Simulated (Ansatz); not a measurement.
# Ti (P6_3/mmc) in Ansatz: a series of runs

The runs below take Ti through relaxation of cell and atoms, with PBEsol, PBEsol+D3(BJ), PBEsol+D3(BJ)-ATM, PBEsol+D4.

All numbers are computed with Ansatz 0.2.0; they aren't measurements. Logs are shortened: lines on timing, memory, paths and dates and some standing lists are left out, and cuts for length are marked.

## 1. The crystal as given

The structure is hexagonal, space group P6_3/mmc (No. 194). Conventional cell: a = 2.950 Å, b = 2.950 Å, c = 4.680 Å, α = 90.00°, β = 90.00°, γ = 120.00°. Ti (site symmetry -6m2) has 12 Ti at 2.89 to 2.95 Å as nearest neighbours.

## 2. Relaxation of cell and atoms, PBEsol

Contents of input.yaml:

```yaml
crystal:
  lattice:
    - [2.95, 0.0, 0.0]
    - [-1.475, 2.5547749412, 0.0]
    - [0.0, 0.0, 4.68]
  atoms:
    - { symbol: Ti, position: [0.6666666667, 0.3333333333, 0.75] }
    - { symbol: Ti, position: [0.3333333333, 0.6666666667, 0.25] }
hamiltonian:
  xc: pbesol
  pseudopotentials: { kind: paw }
kpoints:
  mp_grid: { grid: [10, 10, 6] }
scf:
  occupations: { method: fermi_dirac, width: 0.05 }
output:
  forces: true
  stress: true
  eigenvalues: true
relax:
  f_tol: 0.01
  max_steps: 40
  cell: { stress_tol: 0.05 }
```

Potentials or basis: Ansatz PAW.

Command:

```
$ ansatz run input.yaml --threads 2 --pin off --max-ram 5632MiB --backend cpu --events-out ev --progress --plain --runs-dir out
```

The program printed:

```text
Warning: RAYON_NUM_THREADS=2 ignored (pool sized by the plan → 2); use --threads N
Engine: ansatz 0.2.0, aarch64-unknown-linux-gnu
Pseudopotentials: kind: paw
Pseudopotential: Ti, paw, valence charge 12, recommended cutoff 420 eV (normal), Ti.paw.azcp
Functional definition: PBEsol
  exchange = pbesol_x
  correlation = pbesol_c
Crystal: 2 atoms, lattice volume = 35.271 Å³
Basis set: ecut = 420 eV, 687 PW (Γ), exchange–correlation on 40×40×64 points (8 copies of the dense FFT grid, shifted against one another)
Bands: 16, of which v1, the nominal top of the filled ones, is band 12 counted from 1 (11 counted from 0)
Symmetry: 24 space group operations
Space group: P63/mmc (ITA 194), of the structure as read, at distance tolerance 3.3e-5 Å
k-points: 56 of 600
Non-local potential: Ti, projectors of the file, l = 0: 3, l = 1: 2, l = 2: 3, l = 3: 1
PAW form: soft (Blöchl's): semilocal exchange-correlation on the pseudo side does not see the compensation charge
PAW frozen core: Ti, regenerated for the run's functional, and the local potential with it (the file was generated under x = pbe(κ = 0.804, μ = 0.2195149727645171), c = pbe(β = 0.06672455060314922))
PAW one-centre angular grid: Ti, 590 points (default); XC on 64 Gauss nodes
Initial density: superposition of atomic densities (neutral atoms: chi_scale 0, normalization atom), corrected by the library's trained network
Initial wavefunctions: pseudopotential atomic-orbital guess
Functional: x = pbesol(κ = 0.804, μ = 0.12345679012345678), c = pbesol(β = 0.046)
SCF iter   1: F=—  HF=-4947.771867 eV  |F-HF|=—  |Δ(HF+E_count)|=         —  Δρ=8.30e-3  dr2=1.87e-2  ethr=1.77e-3  ⟨swp⟩=4.1  Hψ=3664  notcnv=0
preconditioner: auto → none  [metal: Δε(μ)=0.011 eV  Ē_g=2.822 eV  σ=0.050 eV  W_gap=0.06  n_scr=8 (ndim 8)  ℏωp=17.7 eV  f_vac=0.000  D(μ)=2.35/eV (n_scr^D=22)  sad-step TF]
SCF iter   2: F=—  HF=-4947.766575 eV  |F-HF|=—  |Δ(HF+E_count)|=   5.29e-3  Δρ=3.65e-3  dr2=3.77e-3  ethr=7.78e-5  ⟨swp⟩=2.2  Hψ=1608  notcnv=0
SCF iter   3: F=—  HF=-4947.765558 eV  |F-HF|=—  |Δ(HF+E_count)|=   1.02e-3  Δρ=3.25e-4  dr2=1.17e-5  ethr=1.57e-5  ⟨swp⟩=2.9  Hψ=1719  notcnv=0
SCF iter   4: F=—  HF=-4947.765553 eV  |F-HF|=—  |Δ(HF+E_count)|=   5.02e-6  Δρ=3.90e-5  dr2=1.56e-7  ethr=4.86e-8  ⟨swp⟩=2.0  Hψ=1500  notcnv=0
iter 5 did not close the SCF: its close was put off for the readings that it lacked (scf_convergence_deferred on its scf_iter line)
SCF iter   5: F=-4947.765553 eV  HF=-4947.765553 eV  |F-HF|=1.89e-8  |Δ(HF+E_count)|=   2.54e-7  Δρ=9.05e-6  dr2=2.28e-8  ethr=6.52e-10  ⟨swp⟩=2.3  Hψ=1554  notcnv=0
SCF iter   6: F=-4947.765553 eV  HF=-4947.765553 eV  |F-HF|=1.11e-10  |Δ(HF+E_count)|=   8.04e-9  Δρ=1.08e-6  dr2=2.00e-10  ethr=9.51e-11  ⟨swp⟩=1.0  Hψ=2787  notcnv=0
SCF 1 converged in 6 iterations: F = -4947.765553 eV  dr2 = 2.00e-10
relax step   1: F+E_penalty+E_count = -4947.76555335 eV  Δ(F+E_penalty+E_count) = +0.000e0 eV  max|allowed force component| = 5.551e-17 eV/Å  Δτ_max = 0.0000 Å  P = -5.705 GPa  Ω = 35.271 Å³  (6 SCF iters, dr2 threshold 1.00e-7 eV, accepted)
Crystal: 2 atoms, lattice volume = 31.301 Å³
Basis set: ecut = 420 eV, 615 PW (Γ), exchange–correlation on 40×40×64 points (8 copies of the dense FFT grid, shifted against one another)
Initial density: handed on by an earlier stage of this run
Initial wavefunctions: those handed on with the density
iter 1 solved again at ethr=2.18e-5 eV; its pass at ethr=3.10e-3 eV (dr2=5.23e-3 eV) is discarded
[... 90 lines left out ...]
SCF 8 converged in 6 iterations: F = -4947.799448 eV  dr2 = 3.54e-15
relax step   8: F+E_penalty+E_count = -4947.79944812 eV  Δ(F+E_penalty+E_count) = -3.480e-7 eV  max|allowed force component| = 5.644e-16 eV/Å  Δτ_max = 0.0000 Å  P = -0.000 GPa  Ω = 33.454 Å³  stress off target by 1.67e-3 GPa  SCF on the basis re-selected at this cell (its energy is not comparable with the rows above)  (6 SCF iters)
basis re-selected at this cell: Δ(F+E_penalty+E_count) = -3.480e-7 eV, ΔP = -0.000 GPa vs the last step (what re-selecting the basis moved, of the pressure what is left beyond the Pulay correction that the steps carried, after the strain that the cell walked since its last selection, with what the two solves' SCF thresholds leave and, on support functions, any second-order correction that the steps lacked; it is no measure of the basis error at this ecutwfc). This SCF's stress stands 1.67e-3 GPa from its target on what of the cell is left free (relax.cell.stress_tol is 5.00e-2 GPa) and its largest allowed force component is 5.64e-16 eV/Å (relax.f_tol is 1.00e-2 eV/Å): within both
SCF converged after 6 iterations
Free energy (F): -4947.799448 eV
Harris-Foulkes:  -4947.799448 eV  (|F-HF|=9.09e-13)
Internal energy: -4947.780348 eV  (E = F + TS)
E sigma→0 (E₀):  -4947.789898 eV
Entropy (-TS):   -0.019100 eV (-9.550 meV/atom)
Fermi energy:    13.847566 eV
--- Per-component energies (eV) ---
  E_band       = -300.172251
  E_kinetic    = 546.122626
  E_local      = -1585.185513  (includes V_loc(G=0)·N_el)
  E_nonlocal   = 18.788471
  E_hartree    = 652.499469
  E_xc         = -193.878594
  E_vxc        = -243.645705  (∫ρ·V_xc dr)
  E_paw        = -2045.121377  (= ΣΔE_a)
  E_vpaw       = -341.251282  (= ΣTr[D̂ρ^β])
  E_aug_tail   = 0.000211  (compensation charges beyond the density's cutoff)
  E_ewald      = -2341.284411
  E_core_change = 0.278769  (= ΣΔE_core)
  E_smearing   = -0.019100  (= −TS)
  E_closure    = 0.000000  (closes the sum)
  Σ components = -4947.799448   (vs F -4947.799448, Δ=0.00e0)
--- Forces (eV/Å), atoms counted from 1 ---
  atom   1  Ti    -0.00000000     0.00000000     0.00000000
  atom   2  Ti     0.00000000    -0.00000000    -0.00000000
  max |Σ_I F_I| component: 1.11e-16 eV/Å
--- Stress (GPa, compression-positive) ---
        0.000403       0.000000       0.000000
        0.000000       0.000403       0.000000
        0.000000       0.000000      -0.001675
  P = ⅓ Tr σ = -0.0003 GPa (-0.003 kbar)
--- Band table (eV; the first three rows and the last of 56) ---
  k-point 0: bands = ["-42.6633", "-42.4965", "-19.4274", "-18.6915", "-18.6915", "-18.6041", "-18.5737", "-18.5737", "7.5831", "11.0742", "14.6483", "14.6483", "14.7737", "14.8112", "15.1881", "15.1881"]
  k-point 1: bands = ["-42.6523", "-42.5079", "-19.3745", "-18.6837", "-18.6837", "-18.6618", "-18.5817", "-18.5817", "7.8264", "10.9655", "14.3845", "14.5421", "14.5421", "14.6745", "15.0538", "15.0538"]
  k-point 2: bands = ["-42.6221", "-42.5387", "-19.2285", "-18.8172", "-18.6622", "-18.6622", "-18.6033", "-18.6033", "8.5136", "10.4553", "13.9058", "14.3279", "14.4572", "14.4572", "14.7749", "14.7749"]
  k-point 55: bands = ["-42.4865", "-42.4865", "-19.2215", "-19.2215", "-18.9786", "-18.9786", "-18.7149", "-18.7149", "12.2563", "12.2563", "13.0071", "13.0071", "13.6488", "13.6488", "15.5875", "15.5875"]
--- Relaxed structure (6 steps of the walk, 5 accepted, 2 SCFs on fresh bases) ---
  F+E_penalty+E_count = -4947.79944812 eV   max|allowed force component| = 5.644e-16 eV/Å   (the final SCF, on the basis selected at the relaxed cell)
  cell:  # Å, volume = 33.4536 Å³
    - [2.9042995416809076, -6.902650257178617e-34, -2.0211681798797518e-34]
    - [-1.4521497708404538, 2.515197183295168, -1.7463471198464033e-18]
    - [-3.2064634175494123e-34, -3.1990702543448772e-18, 4.579613086846685]
  atoms:
    - { symbol: Ti, position: [0.6666666666666666, 0.3333333333333333, 0.7500000000000001] }
    - { symbol: Ti, position: [0.3333333333333333, 0.6666666666666666, 0.25] }
```

Run time: 8.2 s. Hardware: 2 threads of Arm Neoverse V2, shared host; peak memory 0.32 GiB.

What came out:

```
Free energy                            : -4947.7994 eV
Relaxed volume                         : 16.73 Å³/atom
Relaxed cell                           : a = 2.904 Å, b = 2.904 Å, c = 4.580 Å, α = 90.00°, β = 90.00°, γ = 120.00°
Space group after relaxing (to 0.05 Å) : P6_3/mmc (No. 194)
Energy gained by relaxing              : 16.9 meV/atom
Ionic steps                            : 7
Pressure after relaxing                : 0.0 GPa
Band gap on the k mesh                 : none (metal or under the smearing width)
```

Step by step:
```csv
step,energy change (eV),largest force (eV/Å),volume (Å³)
1,0.0000,0.0000,35.27
2,-0.0337,0.0000,33.59
3,-0.0340,0.0000,33.44
4,-0.0340,0.0000,33.45
5,-0.0339,0.0000,33.45
6,-0.0339,0.0000,33.45
7,-0.0339,0.0000,33.45
```

Final structure:
```xyz
2
Lattice="2.9043 0.0000 0.0000 -1.4521 2.5152 0.0000 0.0000 0.0000 4.5796" Properties=species:S:1:pos:R:3 pbc="T T T"
Ti    1.4521    0.8384    3.4347
Ti    0.0000    1.6768    1.1449
```

Caveat: the plane-wave basis is chosen anew once the cell has moved, so the energies of steps on either side of that aren't comparable; the PAW data sets come from PBE, with cores solved anew for the run's functional, which leaves a small shift of forces and pressure.

## 3. Relaxation of cell and atoms, PBEsol+D3(BJ)

input.yaml, as its differences from that of step 2:

```diff
@@ -11,2 +11,3 @@
   pseudopotentials: { kind: paw }
+  dispersion: d3bj
 kpoints:
```

Potentials or basis: Ansatz PAW.

Command:

```
$ ansatz run input.yaml --threads 2 --pin off --max-ram 5632MiB --backend cpu --events-out ev --progress --plain --runs-dir out
```

Wall time 8.2 s (2 threads of Arm Neoverse V2, shared host); peak memory 0.32 GiB.

The run converged. Its results:

| Item | Value |
| --- | --- |
| Free energy | -4949.0790 eV |
| Relaxed volume | 15.88 Å³/atom |
| Relaxed cell | a = 2.854 Å, b = 2.854 Å, c = 4.504 Å, α = 90.00°, β = 90.00°, γ = 120.00° |
| Space group after relaxing (to 0.05 Å) | P6_3/mmc (No. 194) |
| Energy gained by relaxing | 66.0 meV/atom |
| Ionic steps | 8 |
| Pressure after relaxing | 0.0 GPa |
| Band gap on the k mesh | none (metal or under the smearing width) |

The path:
| step | energy change (eV) | largest force (eV/Å) | volume (Å³) |
| --- | --- | --- | --- |
| 1 | 0.0000 | 0.0000 | 35.27 |
| 2 | -0.1077 | 0.0000 | 30.41 |
| 3 | -0.1317 | 0.0000 | 31.94 |
| 4 | -0.1322 | 0.0000 | 31.78 |
| 5 | -0.1322 | 0.0000 | 31.76 |
| 6 | -0.1319 | 0.0000 | 31.76 |
| 7 | -0.1319 | 0.0000 | 31.77 |
| 8 | -0.1319 | 0.0000 | 31.77 |

Final structure:
```yaml
crystal:
  lattice:
    - [2.85390, 0.00000, 0.00000]
    - [-1.42695, 2.47155, 0.00000]
    - [0.00000, 0.00000, 4.50382]
  atoms:
    - { symbol: Ti, position: [0.66667, 0.33333, 0.75000] }
    - { symbol: Ti, position: [0.33333, 0.66667, 0.25000] }
```

Levels at points of the mesh, in eV from the Fermi level:
```tsv
k point	band 8	band 9	band 10	band 11	band 12	band 13	band 14	band 15	band 16
(0.00, 0.00, 0.00)	-32.27	-6.37	-2.91	0.82	0.82	1.00	1.08	1.41	1.41
(0.00, 0.00, -0.50)	-32.33	-4.39	-4.39	0.11	0.11	0.71	0.71	0.71	0.71
(0.00, -0.50, 0.00)	-32.36	-2.45	-2.44	-2.09	-0.52	0.47	0.73	1.34	3.76
(0.00, -0.50, -0.50)	-32.48	-2.79	-2.79	-0.92	-0.92	1.60	1.60	1.90	1.90
```

Caveat: the plane-wave basis is chosen anew once the cell has moved, so the energies of steps on either side of that aren't comparable; pairwise dispersion overbinds metals, which lowers pressure and volume; the PAW data sets come from PBE, with cores solved anew for the run's functional, which leaves a small shift of forces and pressure.

[end of part 1 of 2]
